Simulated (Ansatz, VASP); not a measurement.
Two plane-wave programs on KBr

File INCAR:

```
SYSTEM = KBr
  PREC = Accurate
  ENCUT = 520
  EDIFF = 1E-6
  ISMEAR = 0
  SIGMA = 0.05
  LREAL = .FALSE.
  LASPH = .TRUE.
  NELM = 100
  ALGO = Normal
  ISIF = 2
  LWAVE = .FALSE.
  LCHARG = .FALSE.
  GGA = PE
  NBANDS = 15
```

KPOINTS

```
regular mesh
0
G
  6 6 6
  0 0 0
```

The input POSCAR:

```
KBr
1.0
    0.0411562500      3.2925000000      3.2925000000
    3.3336562500      0.0000000000      3.3336562500
    3.2925000000      3.2925000000      0.0411562500
K Br
1 1
Direct
    0.0000000000      0.0000000000      0.0000000000
    0.5000000000      0.5000000000      0.5000000000
```

Input for Ansatz:

```yaml
crystal:
  lattice:
    - [0.04115625, 3.2925, 3.2925]
    - [3.33365625, 0.0, 3.33365625]
    - [3.2925, 3.2925, 0.04115625]
  atoms:
    - { symbol: K, position: [0.0, 0.0, 0.0] }
    - { symbol: Br, position: [0.5, 0.5, 0.5] }
basis:
  ecutwfc: 420
kpoints:
  mp_grid: { grid: [6, 6, 6] }
hamiltonian:
  xc: pbe
scf:
  occupations: { method: gaussian, width: 0.05 }
output:
  forces: true
  stress: true
  eigenvalues: true
```

Change from the starting cell: strain +0.0250 x Voigt [0, 0, 0, 0, 1, 0], atoms carried along.

Alike in both runs: task single point; functional PBE; k mesh 6 × 6 × 6; occupations gaussian, width 0.05 eV; no spin polarisation.

|  | VASP | Ansatz |
| --- | --- | --- |
| version | VASP 6.6.1 | Ansatz 0.2.0 |
| potentials or method | VASP PAW PBE potentials, release 64 (K_sv, Br) | scalar-relativistic, plane waves, PAW |
| plane-wave cutoff (eV) | 520 | 420 |
| valence electrons in the cell | 16 | 16 |

|  | VASP | Ansatz | Ansatz less VASP |
| --- | --- | --- | --- |
| gap on the k mesh at the Fermi level (eV) | 4.42 | 4.42 | +0.001 |
| least direct gap on the mesh (eV) | 4.42 | 4.42 | +0.001 |
| pressure (GPa) | 0.9 | 0.8 | -0.04 |
| largest component of the traceless stress (GPa) | 0.12 | 0.12 | +0.001 |

With one functional, cell and mesh, what is left measures potentials, basis and numerics.
